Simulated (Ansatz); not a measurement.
# The 1T-SrCl2 bilayer (AA) between two gates, part 2 of 3

Aim: screening and gap of the neutral 1T-SrCl2 bilayer (AA) between oppositely charged gates.

Ansatz 0.2.0; plane-wave DFT, PBE-D3(BJ), Ansatz PAW.

So far, gap on the k-mesh (eV): step 2 (relaxing the slab) 5.54.

**3. Gated layer, displacement field 0, start network**

The slab is cut off from its images along the normal. Two sheets of opposite charge stand for the gates, so the stack stays neutral in a displacement field; barriers ahead of the sheets keep electrons from leaking to them. The uncharged case sets the zero.

The cell differs from the one that the last finished run ended in (c 51.042 → 48.451 Å).

input.yaml reads:

```yaml
crystal:
  lattice:
    - [4.402402897, 0.0, 0.0]
    - [-2.2012014485, 3.8125927465, 0.0]
    - [0.0, 0.0, 48.4512031309]
  atoms:
    - { symbol: Cl, position: [0.6666666667, 0.3333333333, 0.4127864471] }
    - { symbol: Sr, position: [0.0, 0.0, 0.4419000387] }
    - { symbol: Cl, position: [0.3333333333, 0.6666666667, 0.4708241653] }
    - { symbol: Cl, position: [0.6666666667, 0.3333333333, 0.5291758347] }
    - { symbol: Sr, position: [0.0, 0.0, 0.5580999613] }
    - { symbol: Cl, position: [0.3333333333, 0.6666666667, 0.5872135529] }
  periodic: [true, true, false]
  symmetry: { detect: true }
kpoints:
  mp_grid: { grid: [24, 24, 1] }
  band_path:
    path: [[0, 0, 0], [0.5, 0, 0], [0.33333333, 0.33333333, 0], [0, 0, 0]]
    npoints: 16
hamiltonian:
  xc: pbe
  dispersion: d3bj
scf:
  occupations: { method: fermi_dirac, width: 0.02585 }
  convergence: { dr2_threshold: 1.0e-10 }
output:
  forces: true
  eigenvalues: true
  dos: { projected: true, e_range: [-3, 3], de: 0.01 }
  write_potential: true
  write_density: true
  volumetric_format: npy
  elf: true
external_charges:
  - { charge: 0, barrier: 10, axis: 3, height: 30.951, sigma: 0.25 }
  - { charge: 0, barrier: 10, axis: 3, height: 17.5, sigma: 0.25 }
```

Command:

```
$ ansatz run input.yaml --threads 4 --pin off --max-ram 6144MiB --backend cpu --events-out ev --progress --plain --runs-dir out
```

Numbers of over 12 decimals in the logs are rounded to 6 here.

What it wrote:

```text
[...]
Crystal: 6 atoms, lattice volume = 813.233 Å³
Basis set: ecut = 420 eV, 16055 PW (Γ), exchange–correlation on 60×60×648 points (8 copies of the dense FFT grid, shifted against one another)
Bands: 30, of which v1, the nominal top of the filled ones, is band 24 counted from 1 (23 counted from 0)
Symmetry: 6 space group operations
k-points: 61 of 576 (time reversal used)
[...]
SCF iter   1: F=—  HF=-11422.033224 eV  |F-HF|=—  |Δ(HF+E_count)|=         —  Δρ=3.72e-4  dr2=4.77e-3  ethr=1.77e-3  ⟨swp⟩=25.1  Hψ=22229  notcnv=0
[...]
SCF iter   8: F=-11422.036883 eV  HF=-11422.036883 eV  |F-HF|=1.08e-9  |Δ(HF+E_count)|=  9.75e-10  Δρ=1.32e-7  dr2=9.56e-11  ethr=1.00e-12  ⟨swp⟩=24.3  Hψ=21955  notcnv=0
SCF 1 converged in 8 iterations: F = -11422.036883 eV  dr2 = 9.56e-11
[...]
NSCF: frozen V_eff on 49 k-points
[...]
SCF converged after 8 iterations
Free energy (F): -11422.036883 eV
[...]
Internal energy: -11422.036883 eV  (E = F + TS)
E sigma→0 (E₀):  -11422.036883 eV
Fermi energy:    -4.896191 eV
[...]
--- Forces (eV/Å), atoms and charges each counted from 1 ---
  atom   1  Cl     0.00000000     0.00000000     0.07005367
  atom   2  Sr     0.00000000    -0.00000000     0.01069185
  atom   3  Cl     0.00000000    -0.00000000     0.00043877
  atom   4  Cl     0.00000000     0.00000000    -0.00043455
  atom   5  Sr    -0.00000000     0.00000000    -0.01070360
  atom   6  Cl     0.00000000    -0.00000000    -0.07009902
  external charge   1     0.00000000     0.00000000     0.08074159
  external charge   2     0.00000000     0.00000000    -0.08068754
  max |Σ_I F_I| component, the external charges' with the atoms': 1.18e-6 eV/Å
--- Band table (eV; the first three rows and the last of 61) ---
  k-point 0: bands = [... 20 lower, -8.1073, -8.0255, -8.0255, -7.7501, -2.1431, -1.4936, -1.0237, -1.0237, ... 2 higher]
  k-point 1: bands = [... 20 lower, -8.1137, -8.0382, -8.0301, -7.7459, -2.1040, -1.4630, -1.0438, -1.0027, ... 2 higher]
  k-point 2: bands = [... 20 lower, -8.1324, -8.0512, -8.0434, -7.7385, -1.9923, -1.3792, -1.0935, -1.0322, ... 2 higher]
  k-point 60: bands = [... 20 lower, -8.3244, -8.1855, -8.1316, -8.1316, -1.1512, -0.6996, -0.6996, -0.5767, ... 2 higher]
```

Run time: 88 s. Hardware: 4 threads of Arm Neoverse V1, shared host; peak memory 1.8 GiB; 5.8 min of CPU time.

In the SCF lines HF is the Harris–Foulkes energy and dr2 the Hartree energy of the density residual, in eV; the loop may stop once dr2 is under the threshold and the program's other checks hold. Hψ counts applications of the Hamiltonian.

Numbers from this step:

```
gap on the k-mesh                                                                   : 5.593 eV
gap along the path                                                                  : 5.593 eV
smallest direct gap along the path                                                  : 5.607 eV
gap, the smaller of path and mesh                                                   : 5.593 eV
potential beyond the upper barrier and gate, less the barrier, from the Fermi level : 4.896 eV
```

Running mean over a fixed 2.5 Å (it still follows the layers) of the planar mean; beyond a gate it holds the 10 eV model barrier. Electron's electrostatic potential energy less the Fermi level against z:

z (Å), electron's electrostatic potential energy less the Fermi level (eV) and a bar from the least value:
```
        4       14.9 ##############################
        6       14.9 ##############################
        8       14.9 ##############################
       10       14.9 ##############################
       12       14.9 ##############################
       14       14.9 ##############################
       16       14.8 ##############################
       18        7.6 ####################
       20       -2.4 ######
       22       -6.4 
       24        1.6 ###########
       26       -4.8 ##
       28       -5.2 ##
       30        5.0 ################
       32       13.9 #############################
       34       14.9 ##############################
       36       14.9 ##############################
       38       14.9 ##############################
       40       14.9 ##############################
       42       14.9 ##############################
       44       14.9 ##############################
```

The density of states has structure finer than the step of the table below, so its rows give means over 0.25 eV, whole bins alone (the curve runs from -3 to 3 eV). Peaks (eV: height): -2.850: 9.28.

Table of density of states by energy, zero at the Fermi level of the run, which the smearing sets inside the gap; means over each step:

energy (eV), density of states (states/eV a cell) and a bar:
```
    -2.75        0.9 ##############################
    -2.50        0.0 
    -2.25        0.0 
    -2.00        0.0 
    -1.75        0.0 
    -1.50        0.0 
    -1.25        0.0 
    -1.00        0.0 
    -0.75        0.0 
    -0.50        0.0 
    -0.25        0.0 
     0.00        0.0 
     0.25        0.0 
     0.50        0.0 
     0.75        0.0 
     1.00        0.0 
     1.25        0.0 
     1.50        0.0 
     1.75        0.0 
     2.00        0.0 
     2.25        0.0 
     2.50        0.0 
     2.75        0.2 #####
```

Projected DOS per atom over height of the atomic layer and energy from the Fermi level. Layers: Cl Sr Cl Cl Sr Cl from below.

Ten even steps from '_' (0.00 states/eV) to '@' (1.12 states/eV), each cell a mean:
```
____________
____________
____________
____________
____________
____________
____________
____________
____________
____________
____________
____________
____________
____________
____________
____________
____________
____________
____________
____________
____________
**__@@@@__**
```
Columns: height of the atomic layer (Å) from 20 to 28.5 (not evenly spaced); rows upwards: energy from the Fermi level (eV) from -2.98 to 2.97.

The electronic bands at the labelled points (eV, zero at the Fermi level of the run, which the smearing sets inside the gap):

| point | band 21 | band 22 | band 23 | band 24 | band 25 | band 26 | band 27 | band 28 |
| --- | --- | --- | --- | --- | --- | --- | --- | --- |
| Γ | -3.21 | -3.13 | -3.13 | -2.85 | 2.75 | 3.40 | 3.87 | 3.87 |
| halfway | -3.38 | -3.27 | -3.03 | -2.91 | 3.26 | 3.51 | 4.00 | 4.38 |
| M | -3.44 | -3.41 | -3.22 | -3.06 | 2.98 | 3.31 | 4.48 | 4.76 |
| halfway | -3.40 | -3.32 | -3.21 | -3.13 | 3.31 | 3.64 | 4.28 | 4.60 |
| K | -3.43 | -3.29 | -3.24 | -3.24 | 3.74 | 4.20 | 4.20 | 4.32 |
| halfway | -3.39 | -3.32 | -2.99 | -2.97 | 3.59 | 3.62 | 3.83 | 4.13 |
| Γ | -3.21 | -3.13 | -3.13 | -2.85 | 2.75 | 3.40 | 3.87 | 3.87 |

Force by atom:

| atom | x (eV/Å) | y (eV/Å) | z (eV/Å) | size |
| --- | --- | --- | --- | --- |
| Cl1 | 0.0000 | 0.0000 | 0.0701 | 0.0701 |
| Sr2 | 0.0000 | 0.0000 | 0.0107 | 0.0107 |
| Cl3 | 0.0000 | 0.0000 | 0.0004 | 0.0004 |
| Cl4 | 0.0000 | 0.0000 | -0.0004 | 0.0004 |
| Sr5 | 0.0000 | 0.0000 | -0.0107 | 0.0107 |
| Cl6 | 0.0000 | 0.0000 | -0.0701 | 0.0701 |

Valence density in the ca plane at fractional y = 0.000, with atoms of Sr within 0.2 Å of it. It is the smooth field of the valence electrons, not physical close to the nuclei.

Values in e/Å³, 7 rows by 16 columns, each cell a mean:
```
0.0 0.0 0.0 0.0 0.0 0.0 0.0 0.1 1.7 1.7 0.1 0.0 0.0 0.4 2.2 0.9
0.0 0.0 0.0 0.0 0.0 0.0 0.0 0.1 0.4 0.4 0.1 0.0 0.0 0.1 0.5 0.2
0.0 0.0 0.0 0.0 0.0 0.0 0.0 0.1 0.1 0.1 0.1 0.0 0.1 0.1 0.1 0.1
0.0 0.0 0.0 0.0 0.0 0.0 0.0 0.2 0.1 0.1 0.2 0.0 0.1 0.2 0.1 0.1
0.0 0.0 0.0 0.0 0.0 0.0 0.0 0.1 0.1 0.1 0.1 0.0 0.1 0.1 0.1 0.1
0.0 0.0 0.0 0.0 0.0 0.0 0.0 0.1 0.8 0.7 0.1 0.0 0.0 0.2 1.1 0.3
0.0 0.0 0.0 0.0 0.0 0.0 0.0 0.1 1.9 1.8 0.1 0.0 0.0 0.5 2.3 1.1
```
Columns run along c (16.0 Å, from fractional 0.26 to 0.59 of the cell), rows up along a (4.4 Å). Atoms in or near the plane, at fractional coordinates: Sr at (0.44, 0.00), Sr at (0.56, 0.00).

Electrostatic potential energy in the ca plane at fractional y = 0.000, with atoms of Sr within 0.2 Å of it. With pseudopotentials it is smooth inside the atoms' cores, unlike the true potential.

Values in eV, 7 rows by 16 columns, each cell a mean:
```
 10  10  10  10   9   1  -1  -7 -56 -53  -6  -1  -2 -15 -74 -29
 10  10  10  10   9   1  -1  -4 -14 -14  -3  -1  -1  -6 -18  -9
 10  10  10  10   9   1   0  -2  -4  -4  -2   0  -1  -3  -4  -3
 10  10  10  10   9   1   0  -2  -2  -2  -2   0  -1  -2  -2  -2
 10  10  10  10   9   1   0  -2  -5  -5  -2   0  -1  -3  -6  -4
 10  10  10  10   9   1  -1  -5 -25 -23  -4  -1  -2  -8 -33 -13
 10  10  10  10   9   1  -1  -7 -64 -61  -7  -2  -2 -18 -82 -35
```
Columns run along c (16.0 Å, from fractional 0.26 to 0.59 of the cell; values clipped at the 3rd and 97th percentile), rows up along a (4.4 Å). Atoms in or near the plane, at fractional coordinates: Sr at (0.44, 0.00), Sr at (0.56, 0.00).

ELF in the ca plane at fractional y = 0.000, with atoms of Sr within 0.2 Å of it. It is the smooth field of the valence electrons, not physical close to the nuclei.

Values, 7 rows by 16 columns, each cell a mean:
```
0.00 0.00 0.00 0.00 0.00 0.00 0.01 0.14 0.72 0.73 0.11 0.00 0.01 0.41 0.66 0.61
0.00 0.00 0.00 0.00 0.00 0.01 0.11 0.15 0.38 0.36 0.14 0.04 0.11 0.15 0.50 0.21
0.00 0.00 0.00 0.00 0.00 0.04 0.36 0.58 0.16 0.18 0.56 0.12 0.34 0.47 0.07 0.35
0.00 0.00 0.00 0.00 0.00 0.06 0.43 0.69 0.27 0.30 0.67 0.15 0.40 0.63 0.11 0.52
0.00 0.00 0.00 0.00 0.00 0.03 0.29 0.46 0.12 0.13 0.45 0.10 0.28 0.34 0.09 0.24
0.00 0.00 0.00 0.00 0.00 0.00 0.06 0.09 0.58 0.56 0.08 0.02 0.06 0.19 0.71 0.33
0.00 0.00 0.00 0.00 0.00 0.00 0.00 0.18 0.65 0.67 0.15 0.00 0.01 0.48 0.49 0.67
```
Columns run along c (16.0 Å, from fractional 0.26 to 0.59 of the cell), rows up along a (4.4 Å). Atoms in or near the plane, at fractional coordinates: Sr at (0.44, 0.00), Sr at (0.56, 0.00).

The gap, the smaller of path and mesh, is 5.593 eV.

**4. Gated layer, displacement field 0.905 V/nm**

input.yaml, as its differences from that of step 3:

```diff
@@ -28,3 +28,2 @@
   eigenvalues: true
-  dos: { projected: true, e_range: [-3, 3], de: 0.01 }
   write_potential: true
@@ -32,5 +31,6 @@
   volumetric_format: npy
-  elf: true
 external_charges:
   - { charge: 0, barrier: 10, axis: 3, height: 30.951, sigma: 0.25 }
+  - { charge: -0.008392, axis: 3, height: 32.451, sigma: 0.33 }
   - { charge: 0, barrier: 10, axis: 3, height: 17.5, sigma: 0.25 }
+  - { charge: 0.008392, axis: 3, height: 16.0, sigma: 0.33 }
```

What it wrote:

```text
[...]
Crystal: 6 atoms, lattice volume = 813.233 Å³
Basis set: ecut = 420 eV, 16055 PW (Γ), exchange–correlation on 60×60×648 points (8 copies of the dense FFT grid, shifted against one another)
Bands: 30, of which v1, the nominal top of the filled ones, is band 24 counted from 1 (23 counted from 0)
Symmetry: 6 space group operations
k-points: 61 of 576 (time reversal used)
[...]
SCF iter   1: F=—  HF=-11422.757515 eV  |F-HF|=—  |Δ(HF+E_count)|=         —  Δρ=1.33e-2  dr2=2.95e0  ethr=3.10e-3  ⟨swp⟩=25.3  Hψ=21747  notcnv=0
[...]
SCF iter  12: F=-11422.033324 eV  HF=-11422.033324 eV  |F-HF|=1.46e-10  |Δ(HF+E_count)|=  5.46e-11  Δρ=4.32e-8  dr2=1.67e-11  ethr=1.00e-12  ⟨swp⟩=29.4  Hψ=20478  notcnv=0
SCF 1 converged in 12 iterations: F = -11422.033324 eV  dr2 = 1.67e-11
[...]
SCF converged after 12 iterations
Free energy (F): -11422.033324 eV
[...]
Internal energy: -11422.033324 eV  (E = F + TS)
E sigma→0 (E₀):  -11422.033324 eV
Fermi energy:    -4.889688 eV
[...]
--- Forces (eV/Å), atoms and charges each counted from 1 ---
  atom   1  Cl    -0.00000000     0.00000000     0.03955249
  atom   2  Sr     0.00000000    -0.00000000     0.07525641
  atom   3  Cl     0.00000000    -0.00000000    -0.03149495
  atom   4  Cl     0.00000000     0.00000000    -0.03269760
  atom   5  Sr     0.00000000     0.00000000     0.05385772
  atom   6  Cl    -0.00000000    -0.00000000    -0.10021135
  external charge   1     0.00000000     0.00000000     0.07861498
  external charge   2     0.00000000     0.00000000    -0.00037992
  external charge   3     0.00000000     0.00000000    -0.08287790
  external charge   4     0.00000000     0.00000000     0.00037929
  max |Σ_I F_I| component, the external charges' with the atoms': 8.23e-7 eV/Å
--- Band table (eV; the first three rows and the last of 61) ---
  k-point 0: bands = [... 20 lower, -8.1768, -7.9527, -7.9527, -7.7285, -2.1612, -1.4827, -1.0822, -1.0822, ... 2 higher]
  k-point 1: bands = [... 20 lower, -8.1826, -7.9682, -7.9578, -7.7241, -2.1222, -1.4523, -1.1073, -1.0613, ... 2 higher]
  k-point 2: bands = [... 20 lower, -8.1776, -8.0007, -7.9728, -7.7156, -2.0110, -1.3696, -1.1677, -0.9994, ... 2 higher]
  k-point 60: bands = [... 20 lower, -8.2892, -8.1436, -8.1080, -8.0796, -1.1686, -0.7551, -0.7306, -0.5620, ... 2 higher]
```

Elapsed: 95 s, on 4 threads; peak memory 1.7 GiB; 6.3 min of CPU time.

Numbers from this step:

- gap on the k-mesh: 5.550 eV
- gap along the path: 5.550 eV
- smallest direct gap along the path: 5.567 eV
- gap, the smaller of path and mesh: 5.550 eV
- potential beyond the upper barrier and gate, less the barrier, from the Fermi level: 5.331 eV

The electronic bands at the labelled points (eV, zero at the Fermi level of the run, which the smearing sets inside the gap):

| point | band 21 | band 22 | band 23 | band 24 | band 25 | band 26 | band 27 | band 28 |
| --- | --- | --- | --- | --- | --- | --- | --- | --- |
| Γ | -3.29 | -3.06 | -3.06 | -2.84 | 2.73 | 3.41 | 3.81 | 3.81 |
| halfway | -3.37 | -3.21 | -3.07 | -2.87 | 3.21 | 3.53 | 3.98 | 4.35 |
| M | -3.44 | -3.39 | -3.18 | -3.04 | 2.95 | 3.34 | 4.44 | 4.77 |
| halfway | -3.41 | -3.34 | -3.18 | -3.10 | 3.27 | 3.66 | 4.25 | 4.57 |
| K | -3.40 | -3.25 | -3.22 | -3.19 | 3.72 | 4.13 | 4.16 | 4.33 |
| halfway | -3.35 | -3.29 | -3.06 | -2.89 | 3.51 | 3.65 | 3.83 | 4.13 |
| Γ | -3.29 | -3.06 | -3.06 | -2.84 | 2.73 | 3.41 | 3.81 | 3.81 |

Force by atom:

| atom | x (eV/Å) | y (eV/Å) | z (eV/Å) | size |
| --- | --- | --- | --- | --- |
| Cl1 | 0.000 | 0.000 | 0.040 | 0.040 |
| Sr2 | 0.000 | 0.000 | 0.075 | 0.075 |
| Cl3 | 0.000 | 0.000 | -0.031 | 0.031 |
| Cl4 | 0.000 | 0.000 | -0.033 | 0.033 |
| Sr5 | 0.000 | 0.000 | 0.054 | 0.054 |
| Cl6 | 0.000 | 0.000 | -0.100 | 0.100 |

The gap, the smaller of path and mesh, is 5.550 eV.

**5. Gated layer, displacement field 1.81 V/nm**

input.yaml, as its differences from that of step 4:

```diff
@@ -33,4 +33,4 @@
   - { charge: 0, barrier: 10, axis: 3, height: 30.951, sigma: 0.25 }
-  - { charge: -0.008392, axis: 3, height: 32.451, sigma: 0.33 }
+  - { charge: -0.016785, axis: 3, height: 32.451, sigma: 0.33 }
   - { charge: 0, barrier: 10, axis: 3, height: 17.5, sigma: 0.25 }
-  - { charge: 0.008392, axis: 3, height: 16.0, sigma: 0.33 }
+  - { charge: 0.016785, axis: 3, height: 16.0, sigma: 0.33 }
```

What it wrote:

```text
[...]
Crystal: 6 atoms, lattice volume = 813.233 Å³
Basis set: ecut = 420 eV, 16055 PW (Γ), exchange–correlation on 60×60×648 points (8 copies of the dense FFT grid, shifted against one another)
Bands: 30, of which v1, the nominal top of the filled ones, is band 24 counted from 1 (23 counted from 0)
Symmetry: 6 space group operations
k-points: 61 of 576 (time reversal used)
[...]
--- Band table (eV; the first three rows and the last of 61) ---
  k-point 0: bands = [... 20 lower, -8.2490, -7.8474, -7.8474, -7.6716, -2.2118, -1.4539, -1.1780, -1.1780, ... 2 higher]
  k-point 1: bands = [... 20 lower, -8.2372, -7.8640, -7.8527, -7.6665, -2.1732, -1.4242, -1.2045, -1.1571, ... 2 higher]
  k-point 2: bands = [... 20 lower, -8.2135, -7.9050, -7.8680, -7.6559, -2.0632, -1.3479, -1.2626, -1.0953, ... 2 higher]
  k-point 60: bands = [... 20 lower, -8.3029, -8.0563, -8.0557, -7.9671, -1.2163, -0.8506, -0.8070, -0.5226, ... 2 higher]
[key lines of the parts left out:]
SCF converged after 12 iterations
Free energy (F): -11422.022647 eV
Fermi energy:    -4.877433 eV
```

The job ended after 95 s (4 threads; peak memory 1.7 GiB; 6.3 min of CPU time).

The gap, the smaller of path and mesh, is 5.433 eV.

**6. Gated layer, displacement field 2.71 V/nm**

input.yaml, as its differences from that of step 5:

```diff
@@ -33,4 +33,4 @@
   - { charge: 0, barrier: 10, axis: 3, height: 30.951, sigma: 0.25 }
-  - { charge: -0.016785, axis: 3, height: 32.451, sigma: 0.33 }
+  - { charge: -0.025177, axis: 3, height: 32.451, sigma: 0.33 }
   - { charge: 0, barrier: 10, axis: 3, height: 17.5, sigma: 0.25 }
-  - { charge: 0.016785, axis: 3, height: 16.0, sigma: 0.33 }
+  - { charge: 0.025177, axis: 3, height: 16.0, sigma: 0.33 }
```

What it wrote:

```text
[...]
Crystal: 6 atoms, lattice volume = 813.233 Å³
Basis set: ecut = 420 eV, 16055 PW (Γ), exchange–correlation on 60×60×648 points (8 copies of the dense FFT grid, shifted against one another)
Bands: 30, of which v1, the nominal top of the filled ones, is band 24 counted from 1 (23 counted from 0)
Symmetry: 6 space group operations
k-points: 61 of 576 (time reversal used)
[...]
--- Band table (eV; the first three rows and the last of 61) ---
  k-point 0: bands = [... 20 lower, -8.2918, -7.7370, -7.7370, -7.5924, -2.2872, -1.4157, -1.2794, -1.2794, ... 2 higher]
  k-point 1: bands = [... 20 lower, -8.2808, -7.7539, -7.7422, -7.5868, -2.2491, -1.3884, -1.3050, -1.2586, ... 2 higher]
  k-point 2: bands = [... 20 lower, -8.2563, -7.7981, -7.7574, -7.5742, -2.1406, -1.3812, -1.2975, -1.1968, ... 2 higher]
  k-point 60: bands = [... 20 lower, -8.3197, -7.9909, -7.9537, -7.8382, -1.2854, -0.9567, -0.8953, -0.4674, ... 2 higher]
[key lines of the parts left out:]
SCF converged after 12 iterations
Free energy (F): -11422.004854 eV
Fermi energy:    -4.867818 eV
```

The job ended after 97 s (4 threads; peak memory 1.7 GiB).

The electronic bands at the labelled points (eV, zero at the Fermi level of the run, which the smearing sets inside the gap):

| point | band 21 | band 22 | band 23 | band 24 | band 25 | band 26 | band 27 | band 28 |
| --- | --- | --- | --- | --- | --- | --- | --- | --- |
| Γ | -3.42 | -2.87 | -2.87 | -2.72 | 2.58 | 3.45 | 3.59 | 3.59 |
| halfway | -3.38 | -3.10 | -3.02 | -2.70 | 3.02 | 3.65 | 3.82 | 4.23 |
| M | -3.45 | -3.17 | -3.05 | -2.89 | 2.77 | 3.46 | 4.28 | 4.81 |
| halfway | -3.38 | -3.23 | -3.05 | -2.91 | 3.10 | 3.77 | 4.10 | 4.41 |
| K | -3.45 | -3.12 | -3.09 | -2.97 | 3.58 | 3.91 | 3.97 | 4.40 |
| halfway | -3.35 | -3.14 | -3.07 | -2.71 | 3.29 | 3.54 | 3.94 | 4.16 |
| Γ | -3.42 | -2.87 | -2.87 | -2.72 | 2.58 | 3.45 | 3.59 | 3.59 |

The gap, the smaller of path and mesh, is 5.264 eV.

[end of part 2 of 3]

[Logs are printed without paths, hosts, clocks, repeated set-up lines and the standing remarks that a program may print on its own settings, such as how far it seeks lower states.]

[Hosts, paths, dates, database ids (printed as entryN), source tags and the programs' standing remarks are cut or masked in the printed files.]

[Maps of the electrostatic potential energy from Ansatz leave out the sawtooth potential of an applied field or a dipole correction, so their vacuum need not be flat; planar profiles and work functions include it.]

[The density of states shown here was stored with 400 of the rows of the run's finer table, so its peaks can read low, often by over a quarter, or be missed, and its means over a window can be off by a tenth or more.]
